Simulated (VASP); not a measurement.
# AlN (Fm-3m) in VASP: a series of runs

The runs below take AlN through relaxation of cell and atoms, with PBEsol, RPBE.

Everything below comes from runs of VASP 6.6.1. Logs are shortened: lines on timing, memory, paths and dates and some standing lists are left out, and cuts for length are marked.

### Step 1. The structure

Symmetry: Fm-3m, No. 225, cubic system. Conventional cell: a = 4.069 Å, b = 4.069 Å, c = 4.069 Å, α = 90.00°, β = 90.00°, γ = 90.00°. Al (site symmetry m-3m) is surrounded by 6 N at 2.03 Å. N (site symmetry m-3m) is surrounded by 6 Al at 2.03 Å.

Measurements of this composition are mostly on another form, of space group No. 186.

### Step 2. Relaxation of cell and atoms, PBEsol

Input file INCAR:

```
SYSTEM = AlN
ALGO = Normal
EDIFF = 1E-7
EDIFFG = -0.005
ENCUT = 580
GGA = PS
IBRION = 2
ISIF = 3
ISMEAR = 0
LASPH = .TRUE.
LCHARG = .FALSE.
LREAL = .FALSE.
LWAVE = .FALSE.
NELM = 80
NSW = 90
PREC = Accurate
SIGMA = 0.02
```

Input file KPOINTS:

```
k-points
0
G
  10 10 10
  0 0 0
```

Input file POSCAR:

```
AlN
1.0
    0.0000000000      2.0345180000      2.0345180000
    2.0345180000      0.0000000000      2.0345180000
    2.0345180000      2.0345180000      0.0000000000
Al N
1 1
Direct
    0.5000000000      0.5000000000      0.5000000000
    0.0000000000      0.0000000000      0.0000000000
```

Potentials or basis: VASP PAW PBE potentials, release 64 (Al, N).

The run is started by

```sh
cat potpaw_PBE.64/Al/POTCAR potpaw_PBE.64/N/POTCAR > POTCAR
mpirun -np 1 vasp_std > vasp.out
```

OUTCAR:

```text
SYSTEM = AlN
   EDIFF = 1E-7
   EDIFFG = -0.005
   ENCUT = 580
   GGA = PS
   IBRION = 2
   ISIF = 3
   ISMEAR = 0
   LASPH = .TRUE.
   LREAL = .FALSE.
   NELM = 80
   NSW = 90
   PREC = Accurate

 ion  position               nearest neighbor table
   1  0.500  0.500  0.500-   2 2.03   2 2.03   2 2.03   2 2.03   2 2.03   2 2.03
   2  0.000  0.000  0.000-   1 2.03   1 2.03   1 2.03   1 2.03   1 2.03   1 2.03

  LATTYP: Found a face centered cubic cell.
 ALAT       =     4.0690360000

  Lattice vectors:

 A1 = (   0.0000000000,   2.0345180000,   2.0345180000)
 A2 = (   2.0345180000,   0.0000000000,   2.0345180000)
 A3 = (   2.0345180000,   2.0345180000,   0.0000000000)

Analysis of symmetry for initial positions (statically):
=====================================================================
 Subroutine PRICEL returns:
 Original cell was already a primitive cell.

 Routine SETGRP: Setting up the symmetry group for a
 face centered cubic supercell.

 Subroutine GETGRP returns: Found 48 space group operations
 (whereof 48 operations were pure point group operations)
 out of a pool of 48 trial point group operations.

The static configuration has the point symmetry O_h .

Analysis of symmetry for dynamics (positions and initial velocities):
=====================================================================
 Subroutine PRICEL returns:
 Original cell was already a primitive cell.

 Routine SETGRP: Setting up the symmetry group for a
 face centered cubic supercell.

 Subroutine GETGRP returns: Found 48 space group operations
 (whereof 48 operations were pure point group operations)
 out of a pool of 48 trial point group operations.

The dynamic configuration has the point symmetry O_h .

 Subroutine INISYM returns: Found 48 space group operations
 (whereof 48 operations are pure point group operations),
 and found     1 'primitive' translations

----------------------------------------------------------------------------------------

                                     Primitive cell

  volume of cell :      16.8428

  direct lattice vectors                    reciprocal lattice vectors
     0.000000000  2.034518000  2.034518000    -0.245758455  0.245758455  0.245758455
     2.034518000  0.000000000  2.034518000     0.245758455 -0.245758455  0.245758455
     2.034518000  2.034518000  0.000000000     0.245758455  0.245758455 -0.245758455

  length of vectors
     2.877242948  2.877242948  2.877242948     0.425666130  0.425666130  0.425666130

  position of ions in fractional coordinates (direct lattice)
     0.500000000  0.500000000  0.500000000
     0.000000000  0.000000000  0.000000000

  ion indices of the primitive-cell ions
   primitive index   ion index
                 1           1
                 2           2

----------------------------------------------------------------------------------------

 KPOINTS: k-points

Automatic generation of k-mesh.
 Grid dimensions read from file:
 generate k-points for:   10   10   10

 Generating k-lattice:

  Cartesian coordinates                     Fractional coordinates (reciprocal lattice)
    -0.024575845  0.024575845  0.024575845     0.100000000  0.000000000  0.000000000
     0.024575845 -0.024575845  0.024575845     0.000000000  0.100000000  0.000000000
     0.024575845  0.024575845 -0.024575845     0.000000000  0.000000000  0.100000000

  Length of vectors
     0.042566613  0.042566613  0.042566613

  Shift w.r.t. Gamma in fractional coordinates (k-lattice)
     0.000000000  0.000000000  0.000000000

 Subroutine IBZKPT returns following result:
 ===========================================

 Found     47 irreducible k-points:

 Following reciprocal coordinates:
            Coordinates               Weight
  0.000000  0.000000  0.000000      1.000000
  0.100000  0.000000  0.000000      8.000000
  0.200000  0.000000  0.000000      8.000000
  0.300000  0.000000  0.000000      8.000000
  0.400000  0.000000  0.000000      8.000000
  0.500000  0.000000  0.000000      4.000000
[... 16 lines left out ...]
  0.300000  0.300000  0.000000      6.000000
  0.400000  0.300000  0.000000     24.000000
 [... further k-points ...]
   k-points           NKPTS =     47   k-points in BZ     NKDIM =     47   number of bands    NBANDS=      8
   number of dos      NEDOS =    301   number of ions     NIONS =      2
   total plane-waves  NPLWV =  13824
   dimension x,y,z NGX =    24 NGY =   24 NGZ =   24
   dimension x,y,z NGXF=    48 NGYF=   48 NGZF=   48
   ions per type =               1   1
   NGX,Y,Z   is equivalent  to a cutoff of  13.87, 13.87, 13.87 a.u.
   NGXF,Y,Z  is equivalent  to a cutoff of  27.73, 27.73, 27.73 a.u.
 SYSTEM =  AlN
   PREC   = accura    normal or accurate (medium, high low for compatibility)
   ISTART =      0    job   : 0-new  1-cont  2-samecut
   ICHARG =      2    charge: 1-file 2-atom 10-const
   ISPIN  =      1    spin polarized calculation?
   LNONCOLLINEAR =      F non collinear calculations
   LSORBIT =      F    spin-orbit coupling
   LASPH  =      T    aspherical Exc in radial PAW
   ENCUT  =  580.0 eV  42.63 Ry    6.53 a.u.   5.65  5.65  5.65*2*pi/ulx,y,z
   NELM   =     80;   NELMIN=  2; NELMDL= -5     # of ELM steps
   EDIFF  = 0.1E-06   stopping-criterion for ELM
   LREAL  =      F    real-space projection
   EDIFFG = -.5E-02   stopping-criterion for IOM
   NSW    =     90    number of steps for IOM
   IBRION =      2    ionic relax: 0-MD 1-quasi-New 2-CG
   NFREE  =      1    steps in history (QN), initial steepest desc. (CG)
   ISIF   =      3    stress and relaxation
   ISYM   =      2    0-nonsym 1-usesym 2-fastsym
   POTIM  = 0.5000    time-step for ionic-motion
   TEBEG  =    0.0;   TEEND  =   0.0 temperature during run
   PSTRESS=    0.0 pullay stress
   NELECT =       8.0000    total number of electrons
   NUPDOWN=      -1.0000    fix difference up-down
   EMIN   =  10.00;   EMAX   =-10.00  energy-range for DOS
   EFERMI =   0.00;   METHOD = LEGACY
   ISMEAR =     0;   SIGMA  =   0.02  broadening in eV -4-tet -1-fermi 0-gaus
   EFERMI_NEDOS =   21; number of points for ismear=-14 and -15
   IALGO  =     38    algorithm
   IMIX   =      4    mixing-type and parameters
     AMIX     =   0.40;   BMIX     =  1.00
     AMIX_MAG =   1.60;   BMIX_MAG =  1.00
  volume/ion in A,a.u.               =       8.42        56.83
  Fermi-wavevector in a.u.,A,eV,Ry     =   1.277321  2.413786 22.198561  1.631548
  Thomas-Fermi vector in A             =   2.409927
   LORBIT       =      0    0 simple, 1 ext, 2 COOP (PROOUT), +10 PAW based schemes
   GGA     = PS    functional components
   LHFCALC =     F    Hartree Fock is set to
   AEXX    =    0.0000 exact exchange contribution
   IVDW    =     0    specifies the selected vdW correction
   LEPSILON=     F    determine dielectric tensor
   LRPA    =     F    only Hartree local field effects (RPA)
 conjugate gradient relaxation of ions
 non-spin polarized calculation
 Gauss-broadening in eV      SIGMA  =   0.02
  energy-cutoff  :      580.00
  volume of cell :       16.84
 maximum number of plane-waves:       548
   NGX = 11   NGY = 11   NGZ = 11

--------------------------------------- Ionic step        1  -------------------------------------------

 number of electron       7.9999999 magnetization

 Free energy of the ion-electron system (eV)
  ---------------------------------------------------
  ext. energy  EPLUGINS =         0.00000000
  ---------------------------------------------------
  free energy    TOTEN  =       -15.44583348 eV

  energy without entropy =      -15.44583348  energy(sigma->0) =      -15.44583348

 E-fermi :   9.7768     XC(G=0): -12.3630

 val. band max:        9.6412737404   @ k =   0.0000   0.0000   0.0000
 cond. band min:      14.0161493418   @ k =   0.5000   0.5000   0.0000
 fundamental gap:      4.3748756014
 Fermi energy:         9.7767703102

 k-point     1 :       0.0000    0.0000    0.0000
  band No.  band energies     occupation
      1      -7.7371      2.00000
      2       9.6413      2.00000
      3       9.6413      2.00000
      4       9.6413      2.00000
      5      15.0401      0.00000
      6      21.6070      0.00000
      7      21.6070      0.00000
      8      21.6070      0.00000

 k-point     2 :       0.1000    0.0000    0.0000
  band No.  band energies     occupation
      1      -7.5343      2.00000
      2       8.6190      2.00000
      3       9.5213      2.00000
      4       9.5213      2.00000
      5      15.6751      0.00000
      6      20.7011      0.00000
      7      21.8984      0.00000
      8      21.8984      0.00000
[... 300 lines left out ...]
 POSITION                                       TOTAL-FORCE (eV/Angst)
 -----------------------------------------------------------------------------------
      2.01042      2.01042      2.01042         0.000000      0.000000      0.000000
      2.01042      2.01042      4.02083        -0.000000     -0.000000     -0.000000
 -----------------------------------------------------------------------------------
    total drift:                               -0.000000     -0.000000     -0.000000

  FREE ENERGIE OF THE ION-ELECTRON SYSTEM (eV)
  ---------------------------------------------------
  free  energy   TOTEN  =       -15.4462836395 eV

  energy  without entropy=      -15.4462836395  energy(sigma->0) =      -15.44628364

--------------------------------------- Ionic step        3  -------------------------------------------

 number of electron       7.9999999 magnetization

 Free energy of the ion-electron system (eV)
  ---------------------------------------------------
  ext. energy  EPLUGINS =         0.00000000
  ---------------------------------------------------
  free energy    TOTEN  =       -15.45039554 eV

  energy without entropy =      -15.45039554  energy(sigma->0) =      -15.45039554

 E-fermi :  10.0709     XC(G=0): -12.4494

 val. band max:        9.8782145725   @ k =   0.0000   0.0000   0.0000
 cond. band min:      14.4270525487   @ k =   0.5000   0.5000   0.0000
 fundamental gap:      4.5488379763
 Fermi energy:        10.0709144631

 k-point     1 :       0.0000    0.0000    0.0000
  band No.  band energies     occupation
      1      -7.6669      2.00000
      2       9.8782      2.00000
      3       9.8782      2.00000
      4       9.8782      2.00000
      5      15.5390      0.00000
      6      21.9020      0.00000
      7      21.9020      0.00000
      8      21.9020      0.00000

 k-point     2 :       0.1000    0.0000    0.0000
  band No.  band energies     occupation
      1      -7.4604      2.00000
      2       8.8552      2.00000
      3       9.7542      2.00000
      4       9.7542      2.00000
      5      16.1607      0.00000
      6      20.9985      0.00000
      7      22.2035      0.00000
      8      22.2035      0.00000
[... 264 lines left out ...]
 POSITION                                       TOTAL-FORCE (eV/Angst)
 -----------------------------------------------------------------------------------
      2.02207      2.02207      2.02207        -0.000000      0.000000      0.000000
      0.00000      0.00000     -0.00000         0.000000     -0.000000     -0.000000
 -----------------------------------------------------------------------------------
    total drift:                                0.000000     -0.000000     -0.000000

  FREE ENERGIE OF THE ION-ELECTRON SYSTEM (eV)
  ---------------------------------------------------
  free  energy   TOTEN  =       -15.4503955436 eV

  energy  without entropy=      -15.4503955436  energy(sigma->0) =      -15.45039554

 reached required accuracy - stopping structural energy minimisation
```

It took 6.3 s on 1 thread of Intel Xeon 6975P-C (Granite Rapids), shared host; peak memory 0.13 GiB.

What came out:

```yaml
Free_energy: -15.4504 eV
Relaxed_volume: 8.27 Å³/atom
Relaxed_cell: a = 2.860 Å, b = 2.860 Å, c = 2.860 Å, α = 60.00°, β = 60.00°, γ = 60.00°
Space_group_after_relaxing_to_0.05_Å: Fm-3m (No. 225)
Energy_gained_by_relaxing: 2.3 meV/atom
Ionic_steps: 3
Pressure_after_relaxing: 0.0 GPa
Band_gap_on_the_k_mesh: 4.55 eV, indirect (least direct gap 5.66 eV)
```

The path:
```
step  energy change (eV)  largest force (eV/Å)  pressure (GPa)  volume (Å³)
   1              0.0000                0.0000           -4.67        16.84
   2             -0.0005                0.0000            4.72        16.25
   3             -0.0046                0.0000           -0.01        16.54
```

Final structure:
```yaml
crystal:
  lattice:
    - [0.00000, 2.02207, 2.02207]
    - [2.02207, 0.00000, 2.02207]
    - [2.02207, 2.02207, 0.00000]
  atoms:
    - { symbol: Al, position: [0.50000, 0.50000, 0.50000] }
    - { symbol: N, position: [0.00000, 0.00000, 0.00000] }
```

Caveat: the PAW data sets were made with another functional, which shifts forces and pressure a little.

### Step 3. Relaxation of cell and atoms, PBEsol

INCAR: that of step 2 with these lines changed.

```diff
@@ -4,3 +4,3 @@
 EDIFFG = -0.005
-ENCUT = 580
+ENCUT = 480
 GGA = PS
```

KPOINTS is that of step 2.

POSCAR is that of step 2.

Potentials or basis: VASP PAW PBE potentials, release 64 (Al, N_s).

The run is started by

```sh
cat potpaw_PBE.64/Al/POTCAR potpaw_PBE.64/N_s/POTCAR > POTCAR
mpirun -np 1 vasp_std > vasp.out
```

It took 6.9 s on 1 thread of Intel Xeon 6975P-C (Granite Rapids), shared host; peak memory 0.13 GiB.

It converged, with:

- Free energy: -15.4565 eV
- Relaxed volume: 8.27 Å³/atom
- Relaxed cell: a = 2.860 Å, b = 2.860 Å, c = 2.860 Å, α = 60.00°, β = 60.00°, γ = 60.00°
- Space group after relaxing (to 0.05 Å): Fm-3m (No. 225)
- Energy gained by relaxing: 2.2 meV/atom
- Ionic steps: 3
- Pressure after relaxing: 0.0 GPa
- Band gap on the k mesh: 4.56 eV, indirect (least direct gap 5.67 eV)

Step by step:
| step | energy change (eV) | largest force (eV/Å) | pressure (GPa) | volume (Å³) |
| --- | --- | --- | --- | --- |
| 1 | 0.0000 | 0.0000 | -4.61 | 16.84 |
| 2 | -0.0004 | 0.0000 | 4.69 | 16.26 |
| 3 | -0.0044 | 0.0000 | -0.01 | 16.54 |

Final structure:
```cif
data_structure
_symmetry_space_group_name_H-M 'P 1'
_symmetry_Int_Tables_number 1
_cell_length_a 2.8599
_cell_length_b 2.8599
_cell_length_c 2.8599
_cell_angle_alpha 60.000
_cell_angle_beta 60.000
_cell_angle_gamma 60.000
_cell_volume 16.54
loop_
_atom_site_label
_atom_site_type_symbol
_atom_site_fract_x
_atom_site_fract_y
_atom_site_fract_z
_atom_site_occupancy
Al1 Al 0.50000 0.50000 0.50000 1
N1 N 0.00000 0.00000 0.00000 1
```

Levels at points of the mesh, in eV from the valence-band top:
```csv
k point,band 2,band 3,band 4,band 5,band 6,band 7
"(0.00, 0.00, 0.00)",0.00,0.00,0.00,5.67,12.04,12.04
"(0.50, 0.00, 0.00)",-8.36,-1.09,-1.09,6.05,10.91,10.91
"(0.50, 0.50, 0.00)",-7.44,-2.82,-2.82,4.56,5.15,13.96
```

Caveat: the PAW data sets were made with another functional, which shifts forces and pressure a little. A k mesh can miss the band edges.

### Step 4. Relaxation of cell and atoms, RPBE

INCAR: that of step 3 with these lines changed.

```diff
@@ -4,4 +4,4 @@
 EDIFFG = -0.005
-ENCUT = 480
-GGA = PS
+ENCUT = 600
+GGA = RP
 IBRION = 2
```

KPOINTS is that of step 3.

POSCAR is that of step 3.

Potentials or basis: VASP PAW PBE potentials, release 64 (Al, N).

The run is started by

```sh
cat potpaw_PBE.64/Al/POTCAR potpaw_PBE.64/N/POTCAR > POTCAR
mpirun -np 1 vasp_std > vasp.out
```

OUTCAR:

```text
SYSTEM = AlN
   EDIFF = 1E-7
   EDIFFG = -0.005
   ENCUT = 600
   GGA = RP
   IBRION = 2
   ISIF = 3
   ISMEAR = 0
   LASPH = .TRUE.
   LREAL = .FALSE.
   NELM = 80
   NSW = 90
   PREC = Accurate

 ion  position               nearest neighbor table
   1  0.500  0.500  0.500-   2 2.03   2 2.03   2 2.03   2 2.03   2 2.03   2 2.03
   2  0.000  0.000  0.000-   1 2.03   1 2.03   1 2.03   1 2.03   1 2.03   1 2.03

  LATTYP: Found a face centered cubic cell.
 ALAT       =     4.0690360000

  Lattice vectors:

 A1 = (   0.0000000000,   2.0345180000,   2.0345180000)
 A2 = (   2.0345180000,   0.0000000000,   2.0345180000)
 A3 = (   2.0345180000,   2.0345180000,   0.0000000000)

Analysis of symmetry for initial positions (statically):
=====================================================================
 Subroutine PRICEL returns:
[... 255 lines left out ...]

 E-fermi :   9.7913     XC(G=0): -12.0242

 val. band max:        9.6291558933   @ k =   0.0000   0.0000   0.0000
 cond. band min:      14.0113673196   @ k =   0.5000   0.5000   0.0000
 fundamental gap:      4.3822114263
 Fermi energy:         9.7913461584

 k-point     1 :       0.0000    0.0000    0.0000
  band No.  band energies     occupation
      1      -7.6585      2.00000
      2       9.6292      2.00000
      3       9.6292      2.00000
      4       9.6292      2.00000
      5      14.8283      0.00000
      6      21.6905      0.00000
      7      21.6905      0.00000
      8      21.6905      0.00000
[... 243 lines left out ...]
 k-point    24 :       0.4000    0.3000    0.0000
  band No.  band energies     occupation
      1      -4.7838      2.00000
      2       3.9100      2.00000
      3       6.9292      2.00000
      4       7.4275      2.00000
      5      15.6013      0.00000
      6      16.4937      0.00000
      7      21.5025      0.00000
      8      24.8957      0.00000

 [... further k-points ...]
[... 5 lines left out ...]
  --------------------------------------------------------------------------------------
  -------------------------------------------------------------------------------------
  Total        0.0002241      0.0002241      0.0002241      0.0000000     -0.0000000     -0.0000000
  in kB        0.0209764      0.0209764      0.0209764      0.0000000     -0.0000000     -0.0000000
  external PRESSURE =       0.0209764 kB  Pullay stress =       0.0000000 kB
[... 17 lines left out ...]
  FREE ENERGIE OF THE ION-ELECTRON SYSTEM (eV)
  ---------------------------------------------------
  free  energy   TOTEN  =       -13.7860600290 eV

  energy  without entropy=      -13.7860600290  energy(sigma->0) =      -13.78606003

 reached required accuracy - stopping structural energy minimisation
```

It took 6.3 s on 1 thread of Intel Xeon 6975P-C (Granite Rapids), shared host; peak memory 0.13 GiB.

Results:

```
Free energy                            : -13.7861 eV
Relaxed volume                         : 8.56 Å³/atom
Relaxed cell                           : a = 2.893 Å, b = 2.893 Å, c = 2.893 Å, α = 60.00°, β = 60.00°, γ = 60.00°
Space group after relaxing (to 0.05 Å) : Fm-3m (No. 225)
Energy gained by relaxing              : 1.7 meV/atom
Ionic steps                            : 3
Pressure after relaxing                : 0.0 GPa
Band gap on the k mesh                 : 4.38 eV, indirect (least direct gap 5.20 eV)
```

Step by step:
```csv
step,energy change (eV),largest force (eV/Å),pressure (GPa),volume (Å³)
1,0.0000,0.0000,4.05,16.84
2,-0.0007,0.0000,-3.40,17.37
3,-0.0034,0.0000,0.00,17.12
```

Final structure:
```xyz
2
Lattice="0.0000 2.0455 2.0455 2.0455 0.0000 2.0455 2.0455 2.0455 0.0000" Properties=species:S:1:pos:R:3 pbc="T T T"
Al    2.0455    2.0455    2.0455
N     0.0000    0.0000    0.0000
```

Levels at points of the mesh, in eV from the valence-band top:
```
           k point  band 1  band 2  band 3  band 4  band 5  band 6  band 7  band 8
(0.00, 0.00, 0.00)  -17.29    0.00    0.00    0.00    5.20   12.06   12.06   12.06
(0.50, 0.00, 0.00)  -14.19   -8.07   -1.02   -1.02    5.92   10.80   10.80   12.89
(0.50, 0.50, 0.00)  -13.27   -7.15   -2.71   -2.71    4.38    5.36   13.70   16.83
```

Caveat: the PAW data sets were made with another functional, which shifts forces and pressure a little. A k mesh can miss the band edges.

### Step 5. The runs side by side

```csv
level,potentials or basis,cutoff (eV),gap on the mesh (eV),pressure (GPa),relaxed volume (Å³/atom)
PBEsol,"VASP PAW PBE potentials, release 64 (Al, N)",580,4.55,0.0,8.27
PBEsol,"VASP PAW PBE potentials, release 64 (Al, N_s)",480,4.56,0.0,8.27
RPBE,"VASP PAW PBE potentials, release 64 (Al, N)",600,4.38,0.0,8.56
```

Alike in all rows: task relaxation of cell and atoms; no spin polarisation; cell relaxed; k mesh 10 × 10 × 10; smearing gaussian 0.02 eV.

Caveats: the PAW data sets were made with another functional, which shifts forces and pressure a little.

Absolute energies hang on the potentials; compare differences alone.
